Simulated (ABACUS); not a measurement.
# NiO (Fm-3m) in ABACUS: further runs

The runs below take NiO through relaxation of cell and atoms, single point, with TPSS, PBEsol, LDA, SCAN, PBE.

Program: ABACUS 3.10.1. These are calculated values, not measurements. Logs are shortened: lines on timing, memory, paths and dates and some standing lists are left out, and cuts for length are marked.

**Experimental background.**

From “Local correlations, non-local screening, multiplets, and band formation in NiO”, 2012, arxiv:1210.6675, for a bulk crystal of NiO: band gap 4.3 eV.

The runs below are set against these values where they give the same quantity.

## 1. The crystal as given

Symmetry: Fm-3m, No. 225, cubic system. Conventional cell: a = 4.172 Å, b = 4.172 Å, c = 4.172 Å, α = 90.00°, β = 90.00°, γ = 90.00°. Ni (site symmetry m-3m) has 6 O at 2.09 Å as nearest neighbours. O (site symmetry m-3m) is surrounded by 6 Ni at 2.09 Å.

## 2. Relaxation of cell and atoms, TPSS, collinear spin, ferromagnetic start

run_abacus.py

```python
"""Relaxation by an ASE optimiser with ABACUS as a small file-based calculator."""
import re
import subprocess
import numpy as np
from ase.calculators.calculator import Calculator, all_changes
from ase.filters import FrechetCellFilter
from ase.io import read
from ase.optimize import LBFGS
from ase.stress import full_3x3_to_voigt_6_stress
from ase.units import Bohr, GPa

atoms = read("POSCAR")
atoms = atoms[(-atoms.numbers).argsort(kind="stable")]  # ABACUS lists atoms element by element
pseudo = {'Ni': 'Ni_ONCV_PBE-1.2.upf', 'O': 'O_ONCV_PBE-1.2.upf'}
orbital = {}
magmoms = [1.0, 0.0]
kmesh = [7, 7, 7]
params = {
    'suffix': 'NiO',
    'calculation': 'scf',
    'basis_type': 'pw',
    'pseudo_dir': './',
    'symmetry': 1,
    'dft_functional': 'MGGA_X_TPSS+MGGA_C_TPSS',
    'ecutwfc': 113,
    'pseudo_rcut': 10,
    'nspin': 2,
    'nbands': 17,
    'ks_solver': 'dav',
    'smearing_method': 'fd',
    'smearing_sigma': 0.00367493,
    'scf_thr': 1e-08,
    'scf_nmax': 100,
    'mixing_type': 'broyden',
    'mixing_beta': 0.4,
    'cal_force': 1,
    'cal_stress': 1,
    'mixing_tau': 1,
    'kpar': 4,
}

def write_input(atoms):
    symbols = atoms.get_chemical_symbols()
    elements = list(dict.fromkeys(symbols))
    lines = ["ATOMIC_SPECIES"] + [f"{e} {atoms.get_masses()[symbols.index(e)]:.4f} {pseudo[e]}" for e in elements]
    if orbital:
        lines += ["", "NUMERICAL_ORBITAL"] + [orbital[e] for e in elements]
    lines += ["", "LATTICE_CONSTANT", f"{1 / Bohr:.10f}", "", "LATTICE_VECTORS"]
    lines += [" ".join(f"{x:.10f}" for x in v) for v in atoms.cell]
    lines += ["", "ATOMIC_POSITIONS", "Direct"]
    for e in elements:
        lines += ["", e, "0.0", str(symbols.count(e))]
        for i, p in enumerate(atoms.get_scaled_positions(wrap=False)):
            if symbols[i] == e:
                mag = "" if magmoms is None else " mag " + " ".join(str(x) for x in (magmoms[i] if isinstance(magmoms[i], list) else [magmoms[i]]))
                lines.append(" ".join(f"{x:.10f}" for x in p) + " 1 1 1" + mag)
    open("STRU", "w").write("\n".join(lines) + "\n")
    open("KPT", "w").write("K_POINTS\n0\nGamma\n%d %d %d 0 0 0\n" % tuple(kmesh))
    open("INPUT", "w").write("INPUT_PARAMETERS\n" + "".join(f"{k:<20s}{v}\n" for k, v in params.items()))

class Abacus(Calculator):
    implemented_properties = ["energy", "free_energy", "forces", "stress"]

    def calculate(self, atoms=None, properties=("energy",), system_changes=all_changes):
        super().calculate(atoms, properties, system_changes)
        write_input(self.atoms)
        subprocess.run(['mpirun', '-np', '4', 'abacus'], check=True)
        log = open("OUT.NiO/running_scf.log").read()
        if "charge density convergence is achieved" not in log:
            raise RuntimeError("SCF not converged")
        rows = lambda title, n: np.array([l.split()[-3:] for l in log.split(title)[-1].split("\n")[2:2 + n]], float)
        energy = float(re.findall(r"FINAL_ETOT_IS (\S+)", log)[-1])
        stress = -rows("TOTAL-STRESS", 3) / 10 * GPa  # ABACUS prints kbar, compression positive
        self.results = dict(energy=energy, free_energy=energy, forces=rows("TOTAL-FORCE", len(self.atoms)), stress=full_3x3_to_voigt_6_stress(stress))

atoms.calc = Abacus()
opt = LBFGS(FrechetCellFilter(atoms), logfile="opt.log", trajectory="relax.traj")
print("optimiser converged:", opt.run(fmax=0.01, steps=60))
```

POSCAR

```
NiO
1.0
    0.0000000000      2.0859016414      2.0859016414
    2.0859016414      0.0000000000      2.0859016414
    2.0859016414      2.0859016414      0.0000000000
Ni O
1 1
Direct
    0.0000000000      0.0000000000      0.0000000000
    0.5000000000      0.5000000000      0.5000000000
```

Potentials or basis: SG15 ONCV 1.2 PBE, plane waves.

Started as:

```sh
$ OMP_NUM_THREADS=1 python run_abacus.py > log
```

running log:

```text
ABACUS v3.10.1

               Atomic-orbital Based Ab-initio Computation at UStc

 ------------------------------------------------------------------------------------

 READING GENERAL INFORMATION
                           global_out_dir = OUT.NiO/
                           global_in_card = INPUT
                               pseudo_dir = ./
                              orbital_dir =
                                    DSIZE = 4
                                    GSIZE = 1
[... 5 lines left out ...]

 READING ATOM TYPE 1
                               atom label = Ni
                      L=0, number of zeta = 1
                      L=1, number of zeta = 1
                      L=2, number of zeta = 1
             number of atom for this type = 1
               magnetization of element 1 = 1

 READING ATOM TYPE 2
                               atom label = O
                      L=0, number of zeta = 1
                      L=1, number of zeta = 1
                      L=2, number of zeta = 1
             number of atom for this type = 1
               magnetization of element 2 = 0

                        TOTAL ATOM NUMBER = 2
DIRECT COORDINATES
    atom                   x                   y                   z     mag                  vx                  vy                  vz
taud_Ni1            0.0000000000        0.0000000000        0.0000000000  1.0000        0.0000000000        0.0000000000        0.0000000000
taud_O1            0.5000000000        0.5000000000        0.5000000000  0.0000        0.0000000000        0.0000000000        0.0000000000

                          Volume (Bohr^3) = 125.012
                             Volume (A^3) = 18.5248

 Lattice vectors: (Cartesian coordinate: in unit of a_0)
                   +0            +2.10011            +2.10011
             +2.10011                  +0            +2.10011
             +2.10011            +2.10011                  +0
 Reciprocal vectors: (Cartesian coordinate: in unit of 2 pi/a_0)
            -0.238083           +0.238083           +0.238083
            +0.238083           -0.238083           +0.238083
            +0.238083           +0.238083           -0.238083
 The esolver type has been set to : ksdft_pw

                PAO radial cut off (Bohr) = 10

 Read in pseudopotential file is Ni_ONCV_PBE-1.2.upf
                     pseudopotential type = NC
          exchange-correlation functional = PBE
                 nonlocal core correction = 0
                        valence electrons = 18
                                     lmax = 2
                           number of zeta = 0
                     number of projectors = 6
                           L of projector = 0
                           L of projector = 0
                           L of projector = 1
                           L of projector = 1
                           L of projector = 2
                           L of projector = 2
 XC functional updated to : MGGA_X_TPSS+MGGA_C_TPSS
          exchange-correlation functional = MGGA_X_TPSS+MGGA_C_TPSS
                PAO radial cut off (Bohr) = 10

 Read in pseudopotential file is O_ONCV_PBE-1.2.upf
                     pseudopotential type = NC
          exchange-correlation functional = PBE
                 nonlocal core correction = 0
                        valence electrons = 6
                                     lmax = 1
                           number of zeta = 0
                     number of projectors = 4
                           L of projector = 0
                           L of projector = 0
                           L of projector = 1
                           L of projector = 1
 XC functional updated to : MGGA_X_TPSS+MGGA_C_TPSS
          exchange-correlation functional = MGGA_X_TPSS+MGGA_C_TPSS
     initial pseudo atomic orbital number = 0
 The readin total magnetization is 1

 SETUP THE ELECTRONS NUMBER
            electron number of element Ni = 18
      total electron number of element Ni = 18
             electron number of element O = 6
       total electron number of element O = 6
            AUTOSET number of electrons:  = 24
                           occupied bands = 12
                                   NBANDS = 17
                                   NLOCAL = 18

%%%%%%%%%%%%%%%%%%%%%%%%%%%%%%%%%%%%%%%%%%%%%%%%%%%%%%%%%%%%%%%%%%%%%%%%%%%%%%%%%%%%%%%%%%%%%%%%%%%%%%%%%%
 Warning: the number of valence electrons in pseudopotential > 10 for Ni: [Ar] 3d8 4s2
 Pseudopotentials with additional electrons can yield (more) accurate outcomes, but may be less efficient.
 If you're confident that your chosen pseudopotential is appropriate, you can safely ignore this warning.
%%%%%%%%%%%%%%%%%%%%%%%%%%%%%%%%%%%%%%%%%%%%%%%%%%%%%%%%%%%%%%%%%%%%%%%%%%%%%%%%%%%%%%%%%%%%%%%%%%%%%%%%%%

 SETUP THE PLANE WAVE BASIS
 energy cutoff for charge/potential (unit:Ry) = 452
            fft grid for charge/potential = [ 40, 40, 40 ]
                        fft grid division = [ 1, 1, 1 ]
        big fft grid for charge/potential = [ 40, 40, 40 ]
[... 74 lines left out ...]
       2  0.14285714  0.14285714  0.14285714  0.0233       1
       3  0.28571429  0.28571429  0.28571429  0.0233       2
       4  0.42857143  0.42857143  0.42857143  0.0233       3
       5  0.14285714  0.14285714  0.00000000  0.0175       8
       6  0.28571429  0.14285714  0.28571429  0.0700       9
[... 12 lines left out ...]
      19 -0.42857143  0.42857143  0.14285714  0.0700      74
      20 -0.28571429  0.42857143  0.28571429  0.0700      75

                               nkstot now = 20
[... K-POINTS DIRECT COORDINATES: 20 rows ...]

           k-point number in this process = 5
       minimum distributed K point number = 5
[... stars of the k points ...]
                             nks(nspin=2) = 10
                          nkstot(nspin=2) = 40

[... K-POINTS CARTESIAN COORDINATES: 10 rows ...]

[... K-POINTS DIRECT COORDINATES: 10 rows ...]

 SETUP PLANE WAVES FOR WAVE FUNCTIONS
     energy cutoff for wavefunc (unit:Ry) = 113
              fft grid for wave functions = [ 40, 40, 40 ]
                    number of plane waves = 2975
                         number of sticks = 271

 PARALLEL PW FOR WAVE FUNCTIONS
     PROC   COLUMNS(POT)             PW
        1            271           2975
 --------------- sum -------------------
        1            271           2975

 SETUP NONLOCAL PSEUDOPOTENTIALS IN PLANE WAVE BASIS
 Ni non-local projectors:
 projector 1 L=0
 projector 2 L=0
 projector 3 L=1
 projector 4 L=1
 projector 5 L=2
 projector 6 L=2
 O non-local projectors:
 projector 1 L=0
 projector 2 L=0
 projector 3 L=1
 projector 4 L=1
      TOTAL NUMBER OF NONLOCAL PROJECTORS = 26

 Init Non-Local PseudoPotential table :
 Init Non-Local-Pseudopotential done.

                                     npwx = 2637

 -------------------------------------------
 SELF-CONSISTENT
 -------------------------------------------
                                 init_chg = atomic

 PW ALGORITHM --------------- ION=   1  ELEC=   1--------------------------------
 Notice: Threshold on eigenvalues was too large.
 hsover_error=0.24 > DRHO=0.106977
 Origin diag ethr = 0.01
 New diag ethr = 0.000445738
          total magnetism (Bohr mag/cell) = 0.749545
       absolute magnetism (Bohr mag/cell) = 0.749553
                        nelec for spin up = 12.3748
                      nelec for spin down = 11.6252

 Density error is 0.105168422189
                          Error Threshold = 0.000445737904643
----------------------------------------------------------
     Energy           Rydberg                 eV
----------------------------------------------------------
 E_KohnSham     -339.9718013174      -4625.5536572407
 E_Harris       -339.4502846369      -4618.4580587835
 E_Fermi        1.0596196106         14.4168644164
----------------------------------------------------------
[... 183 lines left out ...]
 Density error is 1.63197094223e-09
                          Error Threshold = 3.43031591186e-10
----------------------------------------------------------
     Energy           Rydberg                 eV
----------------------------------------------------------
 E_KohnSham     -340.0584093128      -4626.7320194702
 E_KS(sigma->0) -340.0582750551      -4626.7301928011
 E_Harris       -340.0586156008      -4626.7348261622
 E_band         -23.4705554715       -319.3332896380
 E_one_elec     -156.0719477258      -2123.4677870289
 E_Hartree      90.8106258064        1235.5419499125
 E_xc           -37.1915245919       -506.0166517570
 E_Ewald        -237.6052942862      -3232.7858772586
 E_entropy(-TS) -0.0002685153        -0.0036533382
 E_descf        0.0000000000         0.0000000000
 E_exx          0.0000000000         0.0000000000
 E_Fermi        1.1007524268         14.9765050912
----------------------------------------------------------

 charge density convergence is achieved
 final etot is -4626.7320195 eV
 EFERMI = 14.976505091 eV

 STATE ENERGY(eV) AND OCCUPATIONS    NSPIN == 2
SPIN UP :
 1/5 kpoint (Cartesian) = 0.0000 0.0000 0.0000 (2637 pws)
       1       -89.8230     0.00291545
       2       -50.4121     0.00291545
       3       -50.4121     0.00291545
       4       -50.4121     0.00291545
       5       -5.53119     0.00291545
       6        11.3854     0.00291545
[... 9 lines left out ...]
      16        33.8075        0.00000
[... 63 lines left out ...]
       4       -50.4141      0.0174927
       5       -5.24919      0.0174927
       6        9.53952      0.0174927
[... 9 lines left out ...]
      16        32.2939        0.00000
      17        32.3924        0.00000

SPIN DOWN :
 1/5 kpoint (Cartesian) = 0.0000 0.0000 0.0000 (2637 pws)
       1       -88.4360     0.00291545
       2       -48.5606     0.00291545
       3       -48.5606     0.00291545
       4       -48.5606     0.00291545
       5       -4.99248     0.00291545
       6        12.7714     0.00291545
[... 9 lines left out ...]
      16        34.0599        0.00000
      17        34.0599        0.00000

[... levels at 4 further k points ...]

------------------------------------------------------------------------------------------
 TOTAL-FORCE (eV/Angstrom)
------------------------------------------------------------------------------------------
                       Ni1         0.0000000000         0.0000000000         0.0000000000
                        O1         0.0000000000         0.0000000000         0.0000000000
------------------------------------------------------------------------------------------

----------------------------------------------------------------
 TOTAL-STRESS (KBAR)
----------------------------------------------------------------
         0.7146185123         0.0000000000         0.0000000000
         0.0000000000         0.7146185123        -0.0000000000
        -0.0000000000         0.0000000000         0.7146185123
----------------------------------------------------------------
 TOTAL-PRESSURE: 0.714619 KBAR

 --------------------------------------------
 !FINAL_ETOT_IS -4626.7320194701997025 eV
 --------------------------------------------
```

Run time: 1.9 min. Hardware: 4 MPI ranks of Intel Xeon 6975P-C (Granite Rapids), shared host; peak memory 0.44 GiB.

Results:

```yaml
Free_energy: -4626.7320 eV
Relaxed_volume: 9.26 Å³/atom
Relaxed_cell: a = 2.970 Å, b = 2.970 Å, c = 2.970 Å, α = 60.00°, β = 60.00°, γ = 60.00°
Space_group_after_relaxing_to_0.05_Å: Fm-3m (No. 225)
Energy_gained_by_relaxing: 2.6 meV/atom
Ionic_steps: 3
Pressure_after_relaxing: 0.1 GPa
Band_gap_on_the_k_mesh: none (metal or under the smearing width)
Net_moment: 1.96 μB per cell
Absolute_moment: 1.97 μB per cell
```

The path:
```csv
step,energy change (eV),largest force (eV/Å),pressure (GPa),volume (Å³)
1,0.0000,0.0000,4.34,18.15
2,-0.0023,0.0000,3.20,18.25
3,-0.0053,0.0000,0.07,18.52
```

Final structure:
```yaml
crystal:
  lattice:
    - [0.00000, 2.10011, 2.10011]
    - [2.10011, 0.00000, 2.10011]
    - [2.10011, 2.10011, 0.00000]
  atoms:
    - { symbol: Ni, position: [0.00000, 0.00000, 0.00000] }
    - { symbol: O, position: [0.50000, 0.50000, 0.50000] }
```

Caveat: the k mesh is coarse (spacing up to 0.37 Å⁻¹), so the values aren't converged; the potentials were made for another functional, which shifts forces and pressure; a cell with one magnetic atom can't hold antiferromagnetic order, which such compounds often take; semilocal functionals often make such compounds metallic where correlation or magnetic order opens a gap, which also shifts bond lengths.

## 3. Single point, PBEsol, collinear spin, ferromagnetic start

INPUT

```
INPUT_PARAMETERS
suffix              NiO
calculation         scf
basis_type          lcao
pseudo_dir          ./
orbital_dir         ./
latname             fcc
symmetry            1
dft_functional      pbesol
ecutwfc             100
pseudo_rcut         10
nspin               2
nbands              23
ks_solver           genelpa
smearing_method     fd
smearing_sigma      0.00367493
scf_thr             1e-07
scf_nmax            100
mixing_type         broyden
mixing_beta         0.4
cal_force           1
cal_stress          1
out_mul             1
out_chg             1
```

STRU

```
ATOMIC_SPECIES
Ni 58.6934 Ni.upf
O 15.9990 O.upf

NUMERICAL_ORBITAL
Ni_confined-atom_7au_3s2p2d1f.orb
O_confined-atom_6au_2s2p1d.orb

LATTICE_CONSTANT
7.8835656503

ATOMIC_POSITIONS
Direct

Ni
0.0
1
0.0000000000 0.0000000000 0.0000000000 1 1 1 mag 1

O
0.0
1
0.5000000000 0.5000000000 0.5000000000 1 1 1 mag 0
```

KPT

```
K_POINTS
0
Gamma
10 10 10 0 0 0
```

Potentials or basis: PseudoDojo NC SR 0.4.1 PBEsol standard, DZP LCAO (the cutoffs set its grid).

Started as:

```sh
$ OMP_NUM_THREADS=1 mpirun -np 4 abacus > log
```

Wall time 11 s (4 MPI ranks of AMD EPYC 9R14 (Zen 4), shared host); peak memory 0.44 GiB.

Results (log left out):

```yaml
Free_energy: -5009.2864 eV
Pressure: -6.8 GPa
Band_gap_on_the_k_mesh: none (metal or under the smearing width)
Net_moment: 1.45 μB per cell
Absolute_moment: 1.46 μB per cell
Site_moments: Ni +1.23; O +0.22 μB
Mulliken_charges: Ni +0.33; O -0.33 e
```

Levels at points of the mesh, in eV from the Fermi level:
Spin up:
| k point | band 9 | band 10 | band 11 | band 12 | band 13 | band 14 | band 15 | band 16 | band 17 | band 18 |
| --- | --- | --- | --- | --- | --- | --- | --- | --- | --- | --- |
| (0.00, 0.00, 0.00) | -2.84 | -2.84 | -2.44 | -2.44 | -2.44 | 1.62 | 19.01 | 19.01 | 19.01 | 19.66 |
| (0.50, 0.50, 0.50) | -1.70 | -1.70 | -1.21 | 0.45 | 0.45 | 5.49 | 9.90 | 13.93 | 13.93 | 21.68 |
| (0.50, 0.50, 0.00) | -3.37 | -2.49 | -1.92 | -1.38 | -1.38 | 6.12 | 10.50 | 12.20 | 16.55 | 16.55 |
Spin down:
```tsv
k point	band 9	band 10	band 11	band 12	band 13	band 14
(0.00, 0.00, 0.00)	-1.65	-1.65	-1.65	-0.85	-0.85	1.92
(0.50, 0.50, 0.50)	-0.74	-0.74	-0.38	2.00	2.00	5.64
(0.50, 0.50, 0.00)	-2.69	-0.50	-0.50	-0.42	0.13	6.45
```

Caveat: the atomic orbitals were generated for these runs and aren't a published set; Mulliken charges move with the basis; the basis of atomic orbitals isn't converged, which shifts pressures, moduli and gaps; a cell with one magnetic atom can't hold antiferromagnetic order, which such compounds often take; semilocal functionals often make such compounds metallic where correlation or magnetic order opens a gap, which also shifts bond lengths.

(Part 1 of 2 ends here.)
